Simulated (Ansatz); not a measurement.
# fcc against bcc along group 15

Theory: DFT, PBE, plane waves (420 eV) with PAW, scalar-relativistic in Ansatz 0.2.0.

Each structure is relaxed within its symmetry, in the lowest magnetic state of the tried starts. Differences under about 8 meV lie within the error of the k-point mesh.

```tsv
element	E(fcc) − E(bcc) (meV/atom)	V(fcc) (Å³/atom)	V(bcc) (Å³/atom)	state of fcc	state of bcc
P	164	14.55	14.23	spin not included	spin not included
As	106	19.34	19.04	spin not included	spin not included
Sb	88	27.44	27.27	spin not included	spin not included
Bi	53	31.85	31.66	spin not included	spin not included
```
